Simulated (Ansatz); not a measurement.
The following input was run with Ansatz 0.2.0.

```yaml
crystal:
  lattice:
    - [2.9274704431, 0.0, -0.0043713628]
    - [0.0, 4.3473440993, 0.0]
    - [-0.0426537293, 0.0, 4.3847143329]
  atoms:
    - { symbol: Sb, position: [1.0637057828, 0.75, 0.7396154846] }
    - { symbol: Sb, position: [-0.0637057828, 0.25, 0.2603845154] }
basis:
  ecutwfc: 420
kpoints:
  mp_grid: { grid: [14, 10, 10] }
hamiltonian:
  xc: pbe
scf:
  occupations: { method: gaussian, width: 0.1 }
output:
  forces: true
  stress: true
  eigenvalues: true
```

Command:
```bash
ansatz run input.yaml --threads 1 --pin off --max-ram 1331MiB --backend cpu --events-out ev --progress --plain --runs-dir out
```

Computed with DFT PBE, scalar-relativistic, plane waves, PAW (Ansatz 0.2.0).

From the run's log, abridged:

```
Pseudopotentials: kind: paw
Pseudopotential: Sb, paw, valence charge 15, recommended cutoff 420 eV (normal)
Functional definition: PBE
Crystal: 2 atoms, lattice volume = 55.802 Å³
Basis set: ecut = 420 eV, 1089 PW (Γ), exchange–correlation on 40×60×60 points (8 copies of the dense FFT grid, shifted against one another)
Bands: 19, of which v1, the nominal top of the filled ones, is band 15 counted from 1 (14 counted from 0)
Symmetry: 4 space group operations
Space group: P21/m (ITA 11), of the structure as read, at distance tolerance 3.8e-5 Å
k-points: 432 of 1400
Initial density: superposition of atomic densities (neutral atoms: chi_scale 0, normalization atom), corrected by the library's trained network
Initial wavefunctions: pseudopotential atomic-orbital guess
Functional: x = pbe(κ = 0.804, μ = 0.21951497), c = pbe(β = 0.06672455)
SCF iter   1: F=—  HF=-12968.704610 eV  |F-HF|=—  |Δ(HF+E_count)|=         —  Δρ=1.20e-3  dr2=5.22e-4  ethr=1.77e-3  ⟨swp⟩=5.8  Hψ=40887  notcnv=0
SCF iter   2: F=—  HF=-12968.703474 eV  |F-HF|=—  |Δ(HF+E_count)|=   1.14e-3  Δρ=7.05e-4  dr2=2.19e-4  ethr=1.74e-6  ⟨swp⟩=2.1  Hψ=18167  notcnv=0
SCF iter   3: F=—  HF=-12968.703481 eV  |F-HF|=—  |Δ(HF+E_count)|=   6.68e-6  Δρ=3.72e-4  dr2=6.43e-5  ethr=7.32e-7  ⟨swp⟩=2.0  Hψ=14603  notcnv=0
SCF iter   4: F=—  HF=-12968.703510 eV  |F-HF|=—  |Δ(HF+E_count)|=   2.87e-5  Δρ=1.17e-4  dr2=5.66e-6  ethr=2.14e-7  ⟨swp⟩=2.4  Hψ=14597  notcnv=0
SCF iter   5: F=—  HF=-12968.703508 eV  |F-HF|=—  |Δ(HF+E_count)|=   1.18e-6  Δρ=5.14e-5  dr2=1.20e-6  ethr=1.89e-8  ⟨swp⟩=3.0  Hψ=14843  notcnv=0
SCF iter   6: F=-12968.703508 eV  HF=-12968.703508 eV  |F-HF|=1.96e-8  |Δ(HF+E_count)|=   3.05e-7  Δρ=9.81e-6  dr2=6.57e-8  ethr=3.33e-10  ⟨swp⟩=4.6  Hψ=36239  notcnv=0
SCF 1 converged in 6 iterations: F = -12968.703508 eV  dr2 = 6.57e-8
SCF converged after 6 iterations
Free energy (F): -12968.703508 eV
Harris-Foulkes:  -12968.703508 eV  (|F-HF|=1.96e-8)
Internal energy: -12968.698560 eV  (E = F + TS)
E sigma→0 (E₀):  -12968.701034 eV
Entropy (-TS):   -0.004948 eV (-2.474 meV/atom)
Fermi energy:    11.036301 eV
--- Per-component energies (eV) ---
  E_band       = -305.771583
  E_kinetic    = 415.483156
  E_local      = -3037.795983  (includes V_loc(G=0)·N_el)
  E_nonlocal   = 724.651342
  E_hartree    = 1387.187047
  E_xc         = -277.732789
  E_vxc        = -193.661822  (∫ρ·V_xc dr)
  E_paw        = -9150.732015  (= ΣΔE_a)
  E_vpaw       = -988.807312  (= ΣTr[D̂ρ^β])
  E_aug_tail   = -0.000003  (compensation charges beyond the density's cutoff)
  E_ewald      = -3029.759316
  E_smearing   = -0.004948  (= −TS)
--- Forces (eV/Å), atoms counted from 1 ---
  atom   1  Sb    -0.27926791     0.00000000     0.20365187
  atom   2  Sb     0.27926791     0.00000000    -0.20365187
--- Stress (GPa, compression-positive) ---
       12.652971       0.000000      -0.002322
        0.000000       1.834005       0.000000
       -0.002323       0.000000       1.570446
  P = ⅓ Tr σ = 5.3525 GPa (53.525 kbar)
--- Band table (eV; the first three rows and the last of 432) ---
  k-point 0: bands = ["-18.3056", "-18.2382", "-18.2282", "-18.1561", "-18.0784", "-18.0784", "-18.0565", "-18.0503", "-18.0500", "-17.9866", "-1.9007", "3.1061", "7.0806", "7.1474", "12.7731", "13.9140", "14.0616", "15.8648", "17.7788"]
  k-point 1: bands = ["-18.3040", "-18.2399", "-18.2230", "-18.1536", "-18.0778", "-18.0776", "-18.0584", "-18.0512", "-18.0509", "-17.9918", "-1.8287", "2.8398", "7.2359", "7.2725", "12.9661", "13.4108", "13.7291", "15.9290", "17.9273"]
  k-point 2: bands = ["-18.2997", "-18.2445", "-18.2082", "-18.1463", "-18.0759", "-18.0754", "-18.0640", "-18.0550", "-18.0526", "-18.0062", "-1.6140", "2.1967", "7.4996", "7.7298", "12.3892", "12.5205", "14.1062", "16.1179", "18.0128"]
  k-point 431: bands = ["-18.1836", "-18.1836", "-18.1347", "-18.1347", "-18.1260", "-18.1260", "-18.0915", "-18.0915", "-17.9552", "-17.9552", "3.9596", "3.9596", "6.8444", "6.8444", "7.8014", "7.8014", "12.6715", "12.6715", "19.0909"]
```

The run converged.